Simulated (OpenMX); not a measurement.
Set up this calculation in OpenMX 3.8.5, as an ASE script.

```yaml
Task: band structure
Functional: PBE
Dispersion: D4
Potentials_or_basis: OpenMX 2013 PBE set, Au7.0-s3p2d2f1, grid cutoff 400 Ry
k_mesh: 7 × 7 × 7
Occupations: fermi-dirac, width 0.05 eV
Spin: no spin polarisation
Mixing_scheme: rmm-diisk
SCF_threshold: 1e-08 Ha
Solver: band
Max_SCF_cycles: 100
```

The structure of Au lies in Au.cif:

```cif
data_Au
_cell_length_a 4.07000000
_cell_length_b 4.07000000
_cell_length_c 4.07000000
_cell_angle_alpha 90.00000000
_cell_angle_beta 90.00000000
_cell_angle_gamma 90.00000000
_space_group_name_H-M_alt 'Fm-3m'
_space_group_name_Hall '-F 4 2 3'
_space_group_IT_number 225
loop_
_space_group_symop_operation_xyz
'x,y,z'
'-x,-y,-z'
'-y,x,z'
'y,-x,-z'
'-x,-y,z'
'x,y,-z'
'y,-x,z'
'-y,x,-z'
'x,-y,-z'
'-x,y,z'
'-y,-x,-z'
'y,x,z'
'-x,y,-z'
'x,-y,z'
'y,x,-z'
'-y,-x,z'
'z,x,y'
'-z,-x,-y'
'z,-y,x'
'-z,y,-x'
'z,-x,-y'
'-z,x,y'
'z,y,-x'
'-z,-y,x'
'-z,x,-y'
'z,-x,y'
'-z,-y,-x'
'z,y,x'
'-z,-x,y'
'z,x,-y'
'-z,y,x'
'z,-y,-x'
'y,z,x'
'-y,-z,-x'
'x,z,-y'
'-x,-z,y'
'-y,z,-x'
'y,-z,x'
'-x,z,y'
'x,-z,-y'
'-y,-z,x'
'y,z,-x'
'-x,-z,-y'
'x,z,y'
'y,-z,-x'
'-y,z,x'
'x,-z,y'
'-x,z,-y'
'x,y+1/2,z+1/2'
'-x,-y+1/2,-z+1/2'
'-y,x+1/2,z+1/2'
'y,-x+1/2,-z+1/2'
'-x,-y+1/2,z+1/2'
'x,y+1/2,-z+1/2'
'y,-x+1/2,z+1/2'
'-y,x+1/2,-z+1/2'
'x,-y+1/2,-z+1/2'
'-x,y+1/2,z+1/2'
'-y,-x+1/2,-z+1/2'
'y,x+1/2,z+1/2'
'-x,y+1/2,-z+1/2'
'x,-y+1/2,z+1/2'
'y,x+1/2,-z+1/2'
'-y,-x+1/2,z+1/2'
'z,x+1/2,y+1/2'
'-z,-x+1/2,-y+1/2'
'z,-y+1/2,x+1/2'
'-z,y+1/2,-x+1/2'
'z,-x+1/2,-y+1/2'
'-z,x+1/2,y+1/2'
'z,y+1/2,-x+1/2'
'-z,-y+1/2,x+1/2'
'-z,x+1/2,-y+1/2'
'z,-x+1/2,y+1/2'
'-z,-y+1/2,-x+1/2'
'z,y+1/2,x+1/2'
'-z,-x+1/2,y+1/2'
'z,x+1/2,-y+1/2'
'-z,y+1/2,x+1/2'
'z,-y+1/2,-x+1/2'
'y,z+1/2,x+1/2'
'-y,-z+1/2,-x+1/2'
'x,z+1/2,-y+1/2'
'-x,-z+1/2,y+1/2'
'-y,z+1/2,-x+1/2'
'y,-z+1/2,x+1/2'
'-x,z+1/2,y+1/2'
'x,-z+1/2,-y+1/2'
'-y,-z+1/2,x+1/2'
'y,z+1/2,-x+1/2'
'-x,-z+1/2,-y+1/2'
'x,z+1/2,y+1/2'
'y,-z+1/2,-x+1/2'
'-y,z+1/2,x+1/2'
'x,-z+1/2,y+1/2'
'-x,z+1/2,-y+1/2'
'x+1/2,y,z+1/2'
'-x+1/2,-y,-z+1/2'
'-y+1/2,x,z+1/2'
'y+1/2,-x,-z+1/2'
'-x+1/2,-y,z+1/2'
'x+1/2,y,-z+1/2'
'y+1/2,-x,z+1/2'
'-y+1/2,x,-z+1/2'
'x+1/2,-y,-z+1/2'
'-x+1/2,y,z+1/2'
'-y+1/2,-x,-z+1/2'
'y+1/2,x,z+1/2'
'-x+1/2,y,-z+1/2'
'x+1/2,-y,z+1/2'
'y+1/2,x,-z+1/2'
'-y+1/2,-x,z+1/2'
'z+1/2,x,y+1/2'
'-z+1/2,-x,-y+1/2'
'z+1/2,-y,x+1/2'
'-z+1/2,y,-x+1/2'
'z+1/2,-x,-y+1/2'
'-z+1/2,x,y+1/2'
'z+1/2,y,-x+1/2'
'-z+1/2,-y,x+1/2'
'-z+1/2,x,-y+1/2'
'z+1/2,-x,y+1/2'
'-z+1/2,-y,-x+1/2'
'z+1/2,y,x+1/2'
'-z+1/2,-x,y+1/2'
'z+1/2,x,-y+1/2'
'-z+1/2,y,x+1/2'
'z+1/2,-y,-x+1/2'
'y+1/2,z,x+1/2'
'-y+1/2,-z,-x+1/2'
'x+1/2,z,-y+1/2'
'-x+1/2,-z,y+1/2'
'-y+1/2,z,-x+1/2'
'y+1/2,-z,x+1/2'
'-x+1/2,z,y+1/2'
'x+1/2,-z,-y+1/2'
'-y+1/2,-z,x+1/2'
'y+1/2,z,-x+1/2'
'-x+1/2,-z,-y+1/2'
'x+1/2,z,y+1/2'
'y+1/2,-z,-x+1/2'
'-y+1/2,z,x+1/2'
'x+1/2,-z,y+1/2'
'-x+1/2,z,-y+1/2'
'x+1/2,y+1/2,z'
'-x+1/2,-y+1/2,-z'
'-y+1/2,x+1/2,z'
'y+1/2,-x+1/2,-z'
'-x+1/2,-y+1/2,z'
'x+1/2,y+1/2,-z'
'y+1/2,-x+1/2,z'
'-y+1/2,x+1/2,-z'
'x+1/2,-y+1/2,-z'
'-x+1/2,y+1/2,z'
'-y+1/2,-x+1/2,-z'
'y+1/2,x+1/2,z'
'-x+1/2,y+1/2,-z'
'x+1/2,-y+1/2,z'
'y+1/2,x+1/2,-z'
'-y+1/2,-x+1/2,z'
'z+1/2,x+1/2,y'
'-z+1/2,-x+1/2,-y'
'z+1/2,-y+1/2,x'
'-z+1/2,y+1/2,-x'
'z+1/2,-x+1/2,-y'
'-z+1/2,x+1/2,y'
'z+1/2,y+1/2,-x'
'-z+1/2,-y+1/2,x'
'-z+1/2,x+1/2,-y'
'z+1/2,-x+1/2,y'
'-z+1/2,-y+1/2,-x'
'z+1/2,y+1/2,x'
'-z+1/2,-x+1/2,y'
'z+1/2,x+1/2,-y'
'-z+1/2,y+1/2,x'
'z+1/2,-y+1/2,-x'
'y+1/2,z+1/2,x'
'-y+1/2,-z+1/2,-x'
'x+1/2,z+1/2,-y'
'-x+1/2,-z+1/2,y'
'-y+1/2,z+1/2,-x'
'y+1/2,-z+1/2,x'
'-x+1/2,z+1/2,y'
'x+1/2,-z+1/2,-y'
'-y+1/2,-z+1/2,x'
'y+1/2,z+1/2,-x'
'-x+1/2,-z+1/2,-y'
'x+1/2,z+1/2,y'
'y+1/2,-z+1/2,-x'
'-y+1/2,z+1/2,x'
'x+1/2,-z+1/2,y'
'-x+1/2,z+1/2,-y'
loop_
_atom_site_label
_atom_site_type_symbol
_atom_site_symmetry_multiplicity
_atom_site_Wyckoff_symbol
_atom_site_fract_x
_atom_site_fract_y
_atom_site_fract_z
_atom_site_occupancy
Au1 Au 4 a 0.0000000000 0.0000000000 0.0000000000 1
```

The input as run:

run.py

```python
from ase.io import read
from ase.calculators.openmx import OpenMX
from ase.calculators.mixing import SumCalculator
from dftd4.ase import DFTD4

atoms = read('Au.cif')

def calculator():
    omx = OpenMX(
        label='Au',
        command='openmx',
        nohup=True,
        xc='GGA-PBE',
        kpts=(7, 7, 7),
        system_currentdirectory='./',
        data_path='./DFT_DATA13',
        level_of_fileout=0,
        definition_of_atomic_species=[['Au', 'Au7.0-s3p2d2f1', 'Au_PBE13']],
        atoms_speciesandcoordinates_unit='Ang',
        atoms_speciesandcoordinates=[['1', 'Au', '0', '0', '0', 8.5, 8.5], ['2', 'Au', '0', '0', '0', 8.5, 8.5], ['3', 'Au', '0', '0', '0', 8.5, 8.5], ['4', 'Au', '0', '0', '0', 8.5, 8.5]],
        scf_spinpolarization='off',
        scf_electronictemperature=580.226,
        scf_energycutoff=400.0,
        scf_maxiter=100,
        scf_eigenvaluesolver='band',
        scf_mixing_type='rmm-diisk',
        scf_init_mixing_weight=0.05,
        scf_min_mixing_weight=0.001,
        scf_max_mixing_weight=0.3,
        scf_mixing_history=25,
        scf_mixing_startpulay=8,
        scf_criterion=1e-08,
        band_dispersion=True,
        band_nkpath=6,
        band_kpath=[['11', '0.000000', '0.000000', '0.000000', '0.000000', '0.500000', '0.000000', 'G', 'X'], ['11', '0.000000', '0.500000', '0.000000', '0.500000', '0.500000', '0.000000', 'X', 'M'], ['15', '0.500000', '0.500000', '0.000000', '0.000000', '0.000000', '0.000000', 'M', 'G'], ['18', '0.000000', '0.000000', '0.000000', '0.500000', '0.500000', '0.500000', 'G', 'R'], ['15', '0.500000', '0.500000', '0.500000', '0.000000', '0.500000', '0.000000', 'R', 'X'], ['11', '0.500000', '0.500000', '0.000000', '0.500000', '0.500000', '0.500000', 'M', 'R']],
    )
    return SumCalculator([omx, DFTD4(method='pbe')])

atoms.calc = calculator()
print('forces_eV_A', atoms.get_forces().round(6).tolist())
print('energy_eV', round(atoms.get_potential_energy(), 6))
print('dispersion_eV', round(atoms.calc.mixer.calcs[1].get_potential_energy(atoms), 6))
```

Potentials or basis: OpenMX 2013 PBE set, Au7.0-s3p2d2f1, grid cutoff 400 Ry.

Launch:

```sh
$ python run.py > run.log
```

It gave:

* Band gap along the path: none (metal or under the smearing width)
* Dispersion energy per atom: -0.685 eV

Caveat: spin-orbit coupling is left out, which moves the levels of the heavy elements; the basis of atomic orbitals isn't converged, which shifts pressures, moduli and gaps.

It took 4.6 min on 1 thread of Arm Neoverse V2, on a shared host, peak memory 1.3 GiB.
